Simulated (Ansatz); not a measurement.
Molecular dynamics on a 2×2×2 supercell (16 atoms) of NaH (rocksalt), relaxed with r2SCAN. Forces come from PBE in the PAW code Ansatz: a Nosé-Hoover thermostat at fixed volume, 300 K, steps of 1 fs. Spin polarisation is off, nuclei are classical, and the run is far too short for thermal averages.

```yaml
crystal:
  lattice:
    - [0.0, 4.7950245745, 4.7950245745]
    - [4.7950245745, 0.0, 4.7950245745]
    - [4.7950245745, 4.7950245745, 0.0]
  atoms:
    - { symbol: Na, position: [0.0, 0.0, 0.0] }
    - { symbol: H, position: [0.25, 0.25, 0.25] }
    - { symbol: Na, position: [0.0, 0.0, 0.5] }
    - { symbol: H, position: [0.25, 0.25, 0.75] }
    - { symbol: Na, position: [0.0, 0.5, 0.0] }
    - { symbol: H, position: [0.25, 0.75, 0.25] }
    - { symbol: Na, position: [0.0, 0.5, 0.5] }
    - { symbol: H, position: [0.25, 0.75, 0.75] }
    - { symbol: Na, position: [0.5, 0.0, 0.0] }
    - { symbol: H, position: [0.75, 0.25, 0.25] }
    - { symbol: Na, position: [0.5, 0.0, 0.5] }
    - { symbol: H, position: [0.75, 0.25, 0.75] }
    - { symbol: Na, position: [0.5, 0.5, 0.0] }
    - { symbol: H, position: [0.75, 0.75, 0.25] }
    - { symbol: Na, position: [0.5, 0.5, 0.5] }
    - { symbol: H, position: [0.75, 0.75, 0.75] }
kpoints:
  mp_grid: { grid: [2, 2, 2] }
hamiltonian:
  xc: pbe
scf:
  occupations: { method: fermi_dirac, width: 0.026 }
md:
  ensemble: nvt_nose_hoover
  temperature: 300
  timestep: 1.0
  n_steps: 30
  initial_velocities: maxwell_boltzmann
  seed: 7575
```

Command: `ansatz run input.yaml --threads 4 --pin off --max-ram 3686MiB --backend cpu --events-out ev --progress --plain --runs-dir out`. Wall time 23 s on 4 threads of Arm Neoverse V1, on a shared host, load about 0.8 per core; peak host memory 0.62 GiB.

```
step  t (fs)  T (K)  free energy F from step 0 (meV/atom)  kinetic energy (meV/atom)  largest force (eV/Å)
   0       0    300                                   0.0                       36.4                  0.00
   1       1    297                                   0.4                       35.9                  0.09
   2       2    286                                   1.7                       34.7                  0.17
   3       3    270                                   3.6                       32.8                  0.25
   4       4    250                                   6.1                       30.3                  0.32
   5       5    226                                   9.0                       27.4                  0.38
   6       6    201                                  12.0                       24.4                  0.44
   7       7    178                                  14.9                       21.5                  0.49
   8       8    156                                  17.5                       18.9                  0.53
   9       9    139                                  19.6                       16.9                  0.57
  10      10    127                                  21.1                       15.4                  0.58
  11      11    121                                  21.8                       14.7                  0.59
  12      12    121                                  21.8                       14.7                  0.58
  13      13    126                                  21.2                       15.3                  0.56
  14      14    136                                  20.1                       16.4                  0.52
  15      15    148                                  18.6                       17.9                  0.47
  16      16    162                                  16.9                       19.6                  0.42
  17      17    176                                  15.2                       21.3                  0.41
  18      18    188                                  13.8                       22.8                  0.42
  19      19    198                                  12.6                       23.9                  0.42
  20      20    203                                  12.0                       24.7                  0.43
  21      21    205                                  11.8                       24.9                  0.43
  22      22    203                                  12.0                       24.7                  0.43
  23      23    198                                  12.8                       24.0                  0.42
  24      24    189                                  13.8                       23.0                  0.42
  25      25    179                                  15.1                       21.7                  0.41
  26      26    168                                  16.6                       20.3                  0.41
  27      27    157                                  18.0                       19.0                  0.43
  28      28    146                                  19.2                       17.7                  0.46
  29      29    138                                  20.3                       16.7                  0.49
  30      30    131                                  21.2                       15.8                  0.50
```

The temperature starts at 300 K, is lowest at step 12 (121 K, 12 fs) and ends at 131 K. The thermostat hasn't had time to restore it. The atoms start on their lattice sites with kinetic energy alone, so much of it first passes into potential energy. By the last step the atoms have moved 0.14 Å in the root mean square, the drift of the whole cell taken out, 0.23 Å at most.

Positions (Å) and forces (eV/Å) at step 30:
```
Na   0.067  -0.031  -0.071    -0.075  -0.029   0.400
H    2.448   2.427   2.404    -0.189  -0.024  -0.084
Na   2.271   2.371  -0.118     0.209  -0.045   0.121
H    4.905   4.747   2.526    -0.223   0.164  -0.260
Na   2.388   0.098   2.526    -0.143  -0.189  -0.299
H    4.754   2.468   4.606     0.039  -0.171   0.423
Na   4.772   2.368   2.361     0.089   0.330  -0.168
H    7.081   4.716   4.824     0.291   0.065   0.037
Na   0.017   2.546   2.453    -0.080  -0.361  -0.055
H    2.326   4.741   4.777     0.121   0.099   0.031
Na   2.388   4.773   2.406     0.264   0.095   0.000
H    4.819   7.056   4.754    -0.080   0.244  -0.014
Na   2.472   2.306   4.726    -0.174   0.193   0.227
H    4.855   4.987   7.300    -0.144  -0.450  -0.159
Na   4.808   4.749   4.898    -0.180   0.142  -0.259
H    7.112   7.245   7.122     0.274  -0.064   0.058
```
